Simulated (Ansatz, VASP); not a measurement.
**ZrC: VASP beside Ansatz**

```
Zr C
1.0
     0.00000    2.38546    2.35021
     2.38546    0.00000    2.35021
     2.38546    2.38546    0.00000
Zr C
1 1
Cartesian
  2.3855 2.3855 2.3502
  0.0000 0.0000 0.0000
```

Change from the starting cell: strain +0.015 along x and y, +0.000 along z, atoms carried along.

Alike in both runs: task single point; functional PBEsol; k mesh 18 × 18 × 18; occupations gaussian, width 0.15 eV; no spin polarisation.

```csv
,VASP,Ansatz
version,VASP 6.6.1,Ansatz 0.2.0
potentials or method,"VASP PAW PBE potentials, release 64 (Zr_sv, C)","scalar-relativistic, plane waves, PAW"
plane-wave cutoff (eV),520,420
valence electrons in the cell,16,16
```

Ansatz gave:

- gap on the k mesh at the Fermi level (eV): none
- pressure (GPa): -10.6
- largest component of the traceless stress (GPa): 3.14

Problem. What did VASP give for the same quantities?

Solution. gap on the k mesh at the Fermi level (eV): none; pressure (GPa): -10.2; largest component of the traceless stress (GPa): 3.17.

A gap of «none» marks a metal or a gap that the smearing closes.

Caveats: the PAW data sets were made with another functional, which shifts forces and pressure a little (VASP).
